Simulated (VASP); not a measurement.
# Ni (Im-3m) in VASP: a series of runs

The runs below take Ni through relaxation of cell and atoms, with LDA.

All numbers are computed with VASP 6.6.1; they aren't measurements. Logs are shortened: lines on timing, memory, paths and dates and some standing lists are left out, and cuts for length are marked.

### Step 1. Starting point

It takes space group Im-3m (No. 229, cubic). The conventional cell has a = 2.767 Å, b = 2.767 Å, c = 2.767 Å, α = 90.00°, β = 90.00°, γ = 90.00°. Ni (site symmetry m-3m) has 8 Ni at 2.40 Å as nearest neighbours.

The cell was built by a generator and needn't be a form met in nature.

### Step 2. Relaxation of cell and atoms, LDA, collinear spin, ferromagnetic start

INCAR reads:

```
SYSTEM = Ni
PREC = Accurate ; ENCUT = 600
EDIFF = 1E-6 ; ISMEAR = 1
SIGMA = 0.1 ; LREAL = .False.
LASPH = .True. ; NELM = 150
ALGO = Normal ; ISIF = 3
LWAVE = .False. ; LCHARG = .False.
ISPIN = 2 ; MAGMOM = 2
LORBIT = 11 ; LMAXMIX = 4
GGA = CA ; IBRION = 2
NSW = 90 ; EDIFFG = -0.01
AMIX = 0.2 ; BMIX = 1E-4
AMIX_MAG = 0.8 ; BMIX_MAG = 1E-4
```

KPOINTS reads:

```
regular mesh
0
Gamma
  18 18 18
  0 0 0
```

POSCAR reads:

```
Ni
1.0
   -1.3837154700      1.3837154700      1.3837154700
    1.3837154700     -1.3837154700      1.3837154700
    1.3837154700      1.3837154700     -1.3837154700
Ni
1
Direct
    0.0000000000      0.0000000000      0.0000000000
```

Potentials or basis: VASP PAW LDA potentials, release 64 (Ni).

Command:

```console
cat potpaw_LDA.64/Ni/POTCAR > POTCAR
mpirun -np 1 vasp_std > vasp.out
```

OUTCAR:

```text
SYSTEM = Ni
   PREC = Accurate
   ENCUT = 600
   EDIFF = 1E-6
   ISMEAR = 1
   LREAL = .False.
   LASPH = .True.
   NELM = 150
   ISIF = 3
   ISPIN = 2
   LORBIT = 11
   GGA = CA
   IBRION = 2
   NSW = 90
   EDIFFG = -0.01
   AMIX = 0.2
   AMIX_MAG = 0.8

 ion  position               nearest neighbor table
   1  0.000  0.000  0.000-

  LATTYP: Found a body centered cubic cell.
 ALAT       =     2.7674309400

  Lattice vectors:

 A1 = (  -1.3837154700,   1.3837154700,   1.3837154700)
 A2 = (   1.3837154700,  -1.3837154700,   1.3837154700)
 A3 = (   1.3837154700,   1.3837154700,  -1.3837154700)

Analysis of symmetry for initial positions (statically):
=====================================================================
 Subroutine PRICEL returns:
 Original cell was already a primitive cell.

 Routine SETGRP: Setting up the symmetry group for a
 body centered cubic supercell.

 Subroutine GETGRP returns: Found 48 space group operations
 (whereof 48 operations were pure point group operations)
 out of a pool of 48 trial point group operations.

The static configuration has the point symmetry O_h .

Analysis of symmetry for dynamics (positions and initial velocities):
=====================================================================
 Subroutine PRICEL returns:
 Original cell was already a primitive cell.

 Routine SETGRP: Setting up the symmetry group for a
 body centered cubic supercell.

 Subroutine GETGRP returns: Found 48 space group operations
 (whereof 48 operations were pure point group operations)
 out of a pool of 48 trial point group operations.

The dynamic configuration has the point symmetry O_h .

Analysis of structural, dynamic, and magnetic symmetry:
=====================================================================
 Subroutine PRICEL returns:
 Original cell was already a primitive cell.

 Routine SETGRP: Setting up the symmetry group for a
 body centered cubic supercell.

 Subroutine GETGRP returns: Found 48 space group operations
 (whereof 48 operations were pure point group operations)
 out of a pool of 48 trial point group operations.

The overall configuration has the point symmetry O_h .

 Subroutine INISYM returns: Found 48 space group operations
 (whereof 48 operations are pure point group operations),
 and found     1 'primitive' translations

----------------------------------------------------------------------------------------

                                     Primitive cell

  volume of cell :      10.5974

  direct lattice vectors                    reciprocal lattice vectors
    -1.383715470  1.383715470  1.383715470     0.000000000  0.361345964  0.361345964
[... 85 lines left out ...]
   LREAL  =      F    real-space projection
   EDIFFG = -.1E-01   stopping-criterion for IOM
   NSW    =     90    number of steps for IOM
   IBRION =      2    ionic relax: 0-MD 1-quasi-New 2-CG
   NFREE  =      1    steps in history (QN), initial steepest desc. (CG)
   ISIF   =      3    stress and relaxation
   ISYM   =      2    0-nonsym 1-usesym 2-fastsym
   POTIM  = 0.5000    time-step for ionic-motion
   TEBEG  =    0.0;   TEEND  =   0.0 temperature during run
   PSTRESS=    0.0 pullay stress
   NELECT =      10.0000    total number of electrons
   NUPDOWN=      -1.0000    fix difference up-down
   EMIN   =  10.00;   EMAX   =-10.00  energy-range for DOS
   EFERMI =   0.00;   METHOD = LEGACY
   ISMEAR =     1;   SIGMA  =   0.10  broadening in eV -4-tet -1-fermi 0-gaus
   EFERMI_NEDOS =   21; number of points for ismear=-14 and -15
   IALGO  =     38    algorithm
   IMIX   =      4    mixing-type and parameters
     AMIX     =   0.20;   BMIX     =  0.00
     AMIX_MAG =   0.80;   BMIX_MAG =  0.00
  volume/ion in A,a.u.               =      10.60        71.51
  Fermi-wavevector in a.u.,A,eV,Ry     =   1.605738  3.034405 35.081190  2.578395
  Thomas-Fermi vector in A             =   2.702037
   LORBIT       =     11    0 simple, 1 ext, 2 COOP (PROOUT), +10 PAW based schemes
   GGA     = CA    functional components
   LHFCALC =     F    Hartree Fock is set to
   AEXX    =    0.0000 exact exchange contribution
   IVDW    =     0    specifies the selected vdW correction
   LEPSILON=     F    determine dielectric tensor
   LRPA    =     F    only Hartree local field effects (RPA)
 conjugate gradient relaxation of ions
 spin polarized calculation
 Methfessel and Paxton  Order N= 1 SIGMA  =   0.10
  energy-cutoff  :      600.00
  volume of cell :       10.60
 maximum number of plane-waves:       370
   NGX =  9   NGY =  9   NGZ =  9

--------------------------------------- Ionic step        1  -------------------------------------------

 number of electron      10.0000001 magnetization       0.4162467

 Free energy of the ion-electron system (eV)
  ---------------------------------------------------
  ext. energy  EPLUGINS =         0.00000000
  ---------------------------------------------------
  free energy    TOTEN  =        -6.45879466 eV

  energy without entropy =       -6.45879738  energy(sigma->0) =       -6.45879557

 E-fermi :   9.2381     XC(G=0): -13.7655

 val. band max:        9.2371115416   @ k =  -0.2778   0.4444   0.1111
 cond. band min:       9.2403098577   @ k =   0.3889   0.1667   0.0000
 fundamental gap:      0.0031983161
 Fermi energy:         9.2381342364

 spin component 1

 k-point     1 :       0.0000    0.0000    0.0000
  band No.  band energies     occupation
      1       0.2452      1.00000
      2       7.0405      1.00000
      3       7.0405      1.00000
      4       7.0405      1.00000
      5       8.4956      1.00000
      6       8.4956      1.00000
      7      36.0710      0.00000
      8      36.0710      0.00000
      9      36.0710      0.00000
     10      41.1618      0.00000
[... 719 lines left out ...]
--------------------------------------- Ionic step        4  -------------------------------------------

 number of electron      10.0000006 magnetization       0.0003103

 Free energy of the ion-electron system (eV)
  ---------------------------------------------------
  ext. energy  EPLUGINS =         0.00000000
  ---------------------------------------------------
  free energy    TOTEN  =        -6.48230455 eV

  energy without entropy =       -6.48262376  energy(sigma->0) =       -6.48241095

 E-fermi :  10.0701     XC(G=0): -14.0963

 val. band max:       10.0646027070   @ k =  -0.3889   0.3889   0.1667
 cond. band min:      10.0783872960   @ k =  -0.4444  -0.4444   0.3333
 fundamental gap:      0.0137845890
 Fermi energy:        10.0700659250

 spin component 1

 k-point     1 :       0.0000    0.0000    0.0000
  band No.  band energies     occupation
      1       0.6979      1.00000
      2       7.9092      1.00000
      3       7.9092      1.00000
      4       7.9092      1.00000
      5       9.4538      1.00000
      6       9.4538      1.00000
      7      37.4530      0.00000
      8      37.4530      0.00000
      9      37.4530      0.00000
     10      42.9600      0.00000
[... 643 lines left out ...]
  FREE ENERGIE OF THE ION-ELECTRON SYSTEM (eV)
  ---------------------------------------------------
  free  energy   TOTEN  =        -6.4823045484 eV

  energy  without entropy=       -6.4826237607  energy(sigma->0) =       -6.48241095

 reached required accuracy - stopping structural energy minimisation

 total charge

# of ion       s       p       d       tot
------------------------------------------
    1        0.527   0.562   8.389   9.478

 magnetization (x)

# of ion       s       p       d       tot
------------------------------------------
    1       -0.000  -0.000   0.000   0.000
```

Run time: 76 s. Hardware: 1 thread of Intel Xeon 6975P-C (Granite Rapids), shared host; peak memory 0.16 GiB.

Results:

```yaml
Free_energy: -6.4823 eV
Relaxed_volume: 10.03 Å³/atom
Relaxed_cell: a = 2.353 Å, b = 2.353 Å, c = 2.353 Å, α = 109.47°, β = 109.47°, γ = 109.47°
Space_group_after_relaxing_to_0.05_Å: Im-3m (No. 229)
Energy_gained_by_relaxing: 23.5 meV/atom
Ionic_steps: 4
Pressure_after_relaxing: -0.1 GPa
Band_gap_on_the_k_mesh: none (metal or under the smearing width)
Net_moment: 0.00 μB per cell
Valence_electrons_inside_the_program's_atomic_spheres: Ni 9.48
```

The path:
```tsv
step	energy change (eV)	largest force (eV/Å)	pressure (GPa)	volume (Å³)
1	0.0000	0.0000	-11.29	10.60
2	0.0012	0.0000	15.77	9.49
3	-0.0235	0.0000	0.41	10.02
4	-0.0235	0.0000	-0.12	10.03
```

Final structure:
```
Ni
1.0
    -1.35875    1.35875    1.35875
     1.35875   -1.35875    1.35875
     1.35875    1.35875   -1.35875
Ni
1
Direct
  0.00000 0.00000 0.00000
```

Caveat: the starting moments collapsed, and a magnetic state may lie lower.

### Step 3. Relaxation of cell and atoms, LDA, collinear spin, ferromagnetic start

This run uses another cell than the first one, of 10.03 Å³/atom, 0.947 times its volume.

INCAR, as its differences from that of step 2:

```diff
@@ -2,3 +2,3 @@
 PREC = Accurate ; ENCUT = 600
-EDIFF = 1E-6 ; ISMEAR = 1
+EDIFF = 1E-7 ; ISMEAR = 1
 SIGMA = 0.1 ; LREAL = .False.
@@ -10,3 +10,3 @@
 GGA = CA ; IBRION = 2
-NSW = 90 ; EDIFFG = -0.01
+NSW = 90 ; EDIFFG = -0.005
 AMIX = 0.2 ; BMIX = 1E-4
```

KPOINTS is that of step 2.

POSCAR reads:

```
Ni                                      
1.0
   -1.3587470825      1.3587470825      1.3587470825
    1.3587470825     -1.3587470825      1.3587470825
    1.3587470825      1.3587470825     -1.3587470825
  Ni            
     1
Direct
     0.0000000000000000    0.0000000000000000    0.0000000000000000
```

Potentials or basis: VASP PAW LDA potentials, release 64 (Ni).

Command:

```console
cat potpaw_LDA.64/Ni/POTCAR > POTCAR
mpirun -np 1 vasp_std > vasp.out
```

It took 52 s on 1 thread of Intel Xeon 6975P-C (Granite Rapids), shared host; peak memory 0.16 GiB.

It converged, with:

* Free energy: -6.4819 eV
* Relaxed volume: 10.03 Å³/atom
* Relaxed cell: a = 2.353 Å, b = 2.353 Å, c = 2.353 Å, α = 109.47°, β = 109.47°, γ = 109.47°
* Space group after relaxing (to 0.05 Å): Im-3m (No. 229)
* Energy gained by relaxing: 0.0 meV/atom
* Ionic steps: 3
* Pressure after relaxing: 0.0 GPa
* Band gap on the k mesh: none (metal or under the smearing width)
* Net moment: 0.00 μB per cell
* Valence electrons inside the program's atomic spheres: Ni 9.48

Final structure:
```xyz
1
Lattice="-1.3584 1.3584 1.3584 1.3584 -1.3584 1.3584 1.3584 1.3584 -1.3584" Properties=species:S:1:pos:R:3 pbc="T T T"
Ni    0.0000    0.0000    0.0000
```

Levels at points of the mesh, in eV from the Fermi level:
Spin up:
```csv
k point,band 3,band 4,band 5,band 6,band 7,band 8
"(0.00, 0.00, 0.00)",-2.16,-2.16,-0.62,-0.62,27.39,27.39
"(0.50, 0.00, 0.00)",-0.68,-0.43,0.26,0.44,7.36,19.91
"(0.50, 0.50, 0.50)",0.18,0.18,0.18,10.33,10.33,10.33
```
Spin down:
```tsv
k point	band 1	band 2	band 3	band 4	band 5	band 6	band 7	band 8	band 9	band 10
(0.00, 0.00, 0.00)	-9.38	-2.16	-2.16	-2.16	-0.62	-0.62	27.39	27.39	27.39	32.91
(0.50, 0.00, 0.00)	-4.86	-3.23	-0.68	-0.43	0.26	0.44	7.36	19.91	21.26	25.21
(0.50, 0.50, 0.50)	-4.45	-4.45	0.18	0.18	0.18	10.33	10.33	10.33	16.74	16.74
```

Caveat: the starting moments collapsed, and a magnetic state may lie lower.
